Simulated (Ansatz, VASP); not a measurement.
## BAs: VASP beside Ansatz

Contents of INCAR:

```
PREC = Accurate ; ENCUT = 520
EDIFF = 1E-6 ; ISMEAR = -1
SIGMA = 0.03 ; LREAL = F
LASPH = T ; NELM = 100
ALGO = Normal ; ISIF = 2
LWAVE = F ; LCHARG = F
GGA = PE ; NBANDS = 11
```

File KPOINTS:

```
regular mesh
0
Gamma
  15 15 15
```

Contents of POSCAR:

```
BAs
1.0
    0.0000000000      2.3646150000      2.3885000000
    2.3646150000      0.0000000000      2.3885000000
    2.3646150000      2.3646150000      0.0000000000
B As
1 1
Direct
    0.0000000000      0.0000000000      0.0000000000
    0.7500000000      0.7500000000      0.7500000000
```

Input for Ansatz:

```yaml
crystal:
  lattice:
    - [0.0, 2.364615, 2.3885]
    - [2.364615, 0.0, 2.3885]
    - [2.364615, 2.364615, 0.0]
  atoms:
    - { symbol: B, position: [0.0, 0.0, 0.0] }
    - { symbol: As, position: [0.75, 0.75, 0.75] }
kpoints:
  mp_grid: { grid: [15, 15, 15] }
scf:
  occupations: { method: fermi_dirac, width: 0.03 }
hamiltonian:
  xc: pbe
  pseudopotentials: { kind: all_electron, lapw: { basis_error: 0.00025 } }
output:
  forces: true
  stress: true
  eigenvalues: true
```

Change from the starting cell: x and y stretched by -1 %, z held.

Alike in both runs: task single point; functional PBE; k mesh 15 × 15 × 15; occupations fermi-dirac, width 0.03 eV; no spin polarisation.

|  | VASP | Ansatz |
| --- | --- | --- |
| version | VASP 6.6.1 | Ansatz 0.2.0 |
| potentials or method | VASP PAW PBE potentials, release 64 (B, As) | all-electron LAPW, scalar-relativistic |
| plane-wave cutoff (eV) | 520 | see its input |

|  | VASP | Ansatz | Ansatz less VASP |
| --- | --- | --- | --- |
| pressure (GPa) | 6.5 | 5.7 | -0.77 |
| largest component of the traceless stress (GPa) | 1.43 | 1.44 | +0.009 |

Ansatz ran all-electron here, so the differences hold the error of VASP's frozen core and of both bases.

Caveats: an odd mesh through Γ misses points on the zone boundary, where band edges often lie.
